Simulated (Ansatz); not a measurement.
# BaF2 (Frankdicksonite): further runs on the relaxed cell

An exercise on one series of results from a longer session: the logs are not shown, and one member is left open.

Method: DFT PBE, scalar-relativistic, plane waves, PAW, in Ansatz 0.2.0.

1 further run of the same task is left out (set aside as unsound or not needed).

**The starting structure**

The structure is cubic, space group Fm-3m (No. 225). Conventional cell: a = 6.246 Å, b = 6.246 Å, c = 6.246 Å, α = 90.00°, β = 90.00°, γ = 90.00°. Ba (site symmetry m-3m) has 8 F at 2.70 Å as nearest neighbours. Around F (site symmetry -43m) lie 4 Ba at 2.70 Å.

As a file:

```
CELL_PARAMETERS angstrom
0.00000 3.12300 3.12300
3.12300 0.00000 3.12300
3.12300 3.12300 0.00000
ATOMIC_POSITIONS crystal
Ba 0.00000 0.00000 0.00000
F 0.25000 0.25000 0.25000
F 0.75000 0.75000 0.75000
```

This cell was relaxed beforehand with the same method: volume 20.31 Å³/atom, gap on the mesh 6.75 eV.

The first run:

File input.yaml:

```yaml
crystal:
  lattice:
    - [0.0, 3.123000954, 3.123000954]
    - [3.123000954, 0.0, 3.123000954]
    - [3.123000954, 3.123000954, 0.0]
  atoms:
    - { symbol: Ba, position: [0.0, 0.0, 0.0] }
    - { symbol: F, position: [0.25, 0.25, 0.25] }
    - { symbol: F, position: [0.75, 0.75, 0.75] }
basis:
  ecutwfc: 420
kpoints:
  mp_grid: { grid: [6, 6, 6] }
  band_path:
    path:
      - [[0.0, 0.0, 0.0], [0.5, 0.0, 0.5], [0.625, 0.25, 0.625]]
      - [[0.375, 0.375, 0.75], [0.0, 0.0, 0.0], [0.5, 0.5, 0.5], [0.5, 0.25, 0.75], [0.5, 0.0, 0.5]]
    npoints: 14
hamiltonian:
  xc: pbe
scf:
  occupations: { method: gaussian, width: 0.02 }
  n_extra_bands: 7
output:
  forces: true
  stress: true
  eigenvalues: true
  populations: true
  dos: { projected: true, de: 0.02, nscf_kmesh: { grid: [9, 9, 9] } }
  bader: true
  write_density: true
  write_potential: true
  elf: true
  volumetric_format: npy
```

Started as:

```sh
ansatz run input.yaml --threads 1 --pin off --max-ram 2560MiB --backend cpu --events-out ev --progress --plain --runs-dir out
```

Steps of the session up to this table: Bands, states and charges; Band edges anywhere in the zone; Levels beside the edges; The cell as listed, for comparison; Point at V/V0 = 0.97; Point at V/V0 = 1.03; Point at V/V0 = 0.94; The cell scaled to 1.06 of its volume; Volume × 0.91; Point at V/V0 = 1.10; The cell scaled to 0.88 of its volume.

One table of the session follows, with a row left open; its other results are not shown here.

It belongs to the step «Energy against volume». 

| volume (Å³/atom) | energy above the lowest point (meV/atom) | pressure (GPa) | gap on the mesh (eV) |
| --- | --- | --- | --- |
| 17.869 | 63.1 | 9.36 | 7.33 |
| 18.478 | 33.4 | 6.38 | 7.19 |
| 19.088 | 14.0 | 3.88 | 7.04 |
| 19.697 | 3.4 | 1.78 | 6.89 |
| 20.306 | 0.0 | 0.01 | 6.75 |
| 20.915 | ? | ? | ? |
| 21.524 | 10.9 | -2.73 | 6.48 |
| 22.337 | 28.4 | -4.10 | 6.31 |

Estimate the missing values for volume (Å³/atom) = 20.915.

Worked estimate for «energy above the lowest point (meV/atom)». A straight line through the neighbours (20.306, 0.0) and (21.524, 10.9) gives 0.0 + (10.9 − 0.0) × (20.915 − 20.306) / (21.524 − 20.306) = 5.4; a parabola fitted to 4 rows on both sides gives 2.9.

As computed: energy above the lowest point (meV/atom): 2.8; pressure (GPa): -1.48; gap on the mesh (eV): 6.61. In «energy above the lowest point (meV/atom)» the line misses by +2.6 and the parabola by +0.1.
